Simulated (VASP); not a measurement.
## SrO in VASP 6.6.1, single-point calculation

INCAR

```
NELM = 120
EDIFF = 1E-7
LASPH = .TRUE.
METAGGA = MS2
NBANDS = 15
NSW = 0
LCHARG = .FALSE.
ISIF = 2
LWAVE = .FALSE.
SIGMA = 0.02
IBRION = -1
LREAL = .FALSE.
ISMEAR = -1
ENCUT = 600
PREC = Accurate
```

KPOINTS

```
KPOINTS created by Atomic Simulation Environment
0
Monkhorst-Pack
8 8 8
0 0 0
```

POSCAR

```
Sr O
 1.0000000000000000
     0.0000000000000000    2.5798927167999999    2.6694149940999998
     2.5798927167999999    0.0000000000000000    2.6694149940999998
     2.5798927167999999    2.5798927167999999    0.0000000000000000
 Sr  O
   1   1
Cartesian
  2.5798927167999999  2.5798927167999999  2.6694149940999998
  0.0000000000000000  0.0000000000000000  0.0000000000000000
```

The recommended PBE PAW datasets give the neutral cell 16 valence electrons.

Command

```
mpirun -np 1 vasp_std
```

OSZICAR

```
N       E                     dE             d eps       ncg     rms          rms(c)
DAV:   1     0.466557223596E+02    0.46656E+02   -0.80397E+03  4320   0.107E+03
DAV:   2    -0.278544853069E+02   -0.74510E+02   -0.67973E+02  6174   0.219E+02
DAV:   3    -0.338937825913E+02   -0.60393E+01   -0.57010E+01  6747   0.453E+01
DAV:   4    -0.340260153116E+02   -0.13223E+00   -0.13183E+00  4594   0.558E+00
DAV:   5    -0.340272429708E+02   -0.12277E-02   -0.12267E-02  5198   0.502E-01    0.231E+01
DAV:   6    -0.140887349045E+02    0.19939E+02   -0.52747E+01  5356   0.390E+01    0.113E+01
DAV:   7    -0.170961206476E+02   -0.30074E+01   -0.17719E+01  5279   0.199E+01    0.136E+01
DAV:   8    -0.161853482831E+02    0.91077E+00   -0.53866E-01  5953   0.746E+00    0.728E+00
DAV:   9    -0.149315430690E+02    0.12538E+01   -0.18805E+00  5398   0.776E+00    0.628E+00
DAV:  10    -0.148887322856E+02    0.42811E-01   -0.23902E-01  6564   0.421E+00    0.590E+00
DAV:  11    -0.149084677691E+02   -0.19735E-01   -0.27900E-02  6021   0.151E+00    0.406E+00
DAV:  12    -0.149171686036E+02   -0.87008E-02   -0.83916E-03  6525   0.609E-01    0.104E+00
DAV:  13    -0.149167982812E+02    0.37032E-03   -0.29886E-04  5510   0.189E-01    0.829E-01
DAV:  14    -0.149171389166E+02   -0.34064E-03   -0.17103E-03  4362   0.457E-01    0.228E-01
DAV:  15    -0.149171660888E+02   -0.27172E-04   -0.14878E-04  4845   0.126E-01    0.250E-02
DAV:  16    -0.149171652664E+02    0.82244E-06   -0.50214E-06  5688   0.216E-02    0.337E-02
DAV:  17    -0.149171576605E+02    0.76058E-05   -0.15101E-05  4565   0.378E-02    0.614E-02
DAV:  18    -0.149171612045E+02   -0.35440E-05   -0.45642E-06  4341   0.225E-02    0.597E-03
DAV:  19    -0.149171612086E+02   -0.40181E-08   -0.30739E-07  5195   0.645E-03
   1 F= -.14917161E+02 E0= -.14917161E+02  d E =-.616450E-13
```

From OUTCAR

```
k-points           NKPTS =    144   k-points in BZ     NKDIM =    144   number of bands    NBANDS=     15

   NELECT =      16.0000    total number of electrons

   dimension x,y,z NGX =    30 NGY =   30 NGZ =   30
   dimension x,y,z NGXF=    60 NGYF=   60 NGZF=   60

  energy-cutoff  :      600.00
  volume of cell :       35.53
      direct lattice vectors                 reciprocal lattice vectors
     0.000000000  2.579892717  2.669414994    -0.193806509  0.193806509  0.187306957
     2.579892717  0.000000000  2.669414994     0.193806509 -0.193806509  0.187306957
     2.579892717  2.579892717  0.000000000     0.193806509  0.193806509 -0.187306957

 k-points in reciprocal lattice and weights: KPOINTS created by Atomic Simulation Env
   0.06250000  0.06250000  0.06250000       0.004
   0.18750000  0.06250000  0.06250000       0.008
   0.31250000  0.06250000  0.06250000       0.008
   0.43750000  0.06250000  0.06250000       0.008
  -0.43750000  0.06250000  0.06250000       0.008
  -0.31250000  0.06250000  0.06250000       0.008
  -0.18750000  0.06250000  0.06250000       0.008
  -0.06250000  0.06250000  0.06250000       0.008
   ...

 E-fermi :   1.7682

 k-point     1 :       0.0625    0.0625    0.0625
  band No.  band energies     occupation
      1     -32.2424      2.00000
      2     -15.0722      2.00000
      3     -13.4388      2.00000
      4     -13.3941      2.00000
      5     -13.3472      2.00000
      6       1.1396      2.00000
      7       1.2257      2.00000
      8       1.2576      2.00000
      9       5.4228      0.00000
     10       7.6348      0.00000
     11       7.8567      0.00000
     12       7.9341      0.00000
     13       9.9221      0.00000
     14      10.3471      0.00000
     15      14.1203      0.00000

 k-point     2 :       0.1875    0.0625    0.0625
  band No.  band energies     occupation
      1     -32.2222      2.00000
      2     -15.3149      2.00000
      3     -13.4465      2.00000
      4     -13.4277      2.00000
      5     -13.1547      2.00000
      6       0.6225      2.00000
      7       0.9490      2.00000
      8       1.1729      2.00000
      9       6.2352      0.00000
     10       7.4090      0.00000
     11       8.0838      0.00000
     12       8.5182      0.00000
     13      10.3771      0.00000
     14      10.8156      0.00000
     15      15.3351      0.00000

 k-point     3 :       0.3125    0.0625    0.0625
  band No.  band energies     occupation
      1     -32.1821      2.00000
      2     -15.7063      2.00000
      3     -13.4909      2.00000
      4     -13.4454      2.00000
      5     -12.8752      2.00000
      6      -0.0684      2.00000
      7       0.5692      2.00000
      8       0.7931      2.00000
      9       7.4016      0.00000
     10       7.6739      0.00000
     11       8.8749      0.00000
     12       9.4063      0.00000
     13      11.3474      0.00000
     14      11.8234      0.00000
     15      17.1466      0.00000

 ...

  Total       -0.2540488     -0.2540488     -1.0453841      0.0000000      0.0000000     -0.0000000
  in kB      -11.4545566    -11.4545566    -47.1343023      0.0000000      0.0000000     -0.0000000
  external PRESSURE =     -23.3478051 kB  Pullay stress =       0.0000000 kB

 POSITION                                       TOTAL-FORCE (eV/Angst)
 -----------------------------------------------------------------------------------
      2.57989      2.57989      2.66941        -0.000000     -0.000000      0.000000
      0.00000      0.00000      0.00000         0.000000      0.000000     -0.000000
 -----------------------------------------------------------------------------------
    total drift:                               -0.000000      0.000000      0.000000

  FREE ENERGIE OF THE ION-ELECTRON SYSTEM (eV)
  ---------------------------------------------------
  free  energy   TOTEN  =       -14.9171612086 eV

  energy  without entropy=      -14.9171612086  energy(sigma->0) =      -14.91716121
```

It converged. Results: gap between bands v and c on the k mesh 3.64 eV; least direct gap on the k mesh 3.76 eV; pressure -2.3 GPa. Band v is the last that the valence electrons fill when counted band by band, and c is the next.

The shifted mesh misses Γ, so a band edge there is missed.

For comparison, a separate PBE run of the intended cell, on usual settings and not on those above, gives a gap of 3.22 eV on its mesh and a pressure of -0.4 GPa.

The run above took about 7.2 min on one core of a shared host (Intel Xeon Platinum 8488C) and held 0.24 GiB at most.
